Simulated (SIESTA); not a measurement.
**SiO2 under changes of volume**

One of the cells (14.237 Å³/atom); the others are scaled copies at fixed shape and fractional positions:

```
Si O
1.0
     4.97559    0.00000    0.00000
     0.00000    4.97559    0.00000
     0.00000    0.00000    6.90089
Si O
4 8
Direct
  0.80325 0.80325 0.50000
  0.69675 0.30325 0.25000
  0.30325 0.69675 0.75000
  0.19675 0.19675 0.00000
  0.76176 0.11039 0.43204
  0.88961 0.23824 0.06796
  0.11039 0.76176 0.56796
  0.26176 0.38961 0.81796
  0.23824 0.88961 0.93204
  0.73824 0.61039 0.31796
  0.38961 0.26176 0.18204
  0.61039 0.73824 0.68204
```

The cell comes from a database or a generator and needn't be the stable form of this composition.

* Program: SIESTA 5.4.2
* Functional: PBEsol
* Potentials or basis: PseudoDojo 0.4 standard (PBEsol files)
* Basis: DZP (energy shift 0.003 Ry)
* Grid cutoff: 800 Ry
* Energy shift: 0.003 Ry
* k mesh: 4 × 4 × 3
* Occupations: fermi-dirac, width 0.05 eV
* Spin: no spin polarisation

```csv
volume (Å³/atom),energy over the lowest point (meV/atom),pressure (GPa),gap on the mesh (eV),largest force (eV/Å)
13.383,58.76,16.5,6.31,1.292
13.667,33.49,12.0,6.19,1.017
13.952,15.76,8.0,6.07,0.764
14.237,?,?,?,?
14.522,0.00,1.1,5.79,0.319
14.806,0.74,-1.9,5.64,0.219
15.091,6.56,-4.6,5.49,0.232
```

**Question.** What does the run at 14.237 Å³/atom give?

**Answer.** Energy over the lowest point 4.81 meV/atom; pressure 4.4 GPa; gap on the mesh 5.93 eV; largest force 0.532 eV/Å.

Worked out: A Birch-Murnaghan fit of order 3 (a polynomial in V^(-2/3)) to the other rows has its minimum at 14.62 Å³/atom with B0 = V·E''(V) = 155 GPa and B' = 4.2 at fixed shape and positions, which overstates the stiffness. It gives 4.78 meV/atom at 14.237 Å³/atom, against the run's 4.81, and -dE/dV = 4.4 GPa, against 4.4. A parabola through the other rows of the gap, of slope -6.89 eV per unit of ln V (its deformation potential) there, gives 5.93 eV, against the run's 5.93.

Energies are extrapolated to zero smearing.

Caveats: an odd mesh through Γ misses points on the zone boundary, where band edges often lie; the basis of atomic orbitals isn't converged, which shifts pressures, moduli and gaps; forces of over 1 eV/Å show positions far from the minimum, so gaps and moduli don't describe the material at rest (some runs).
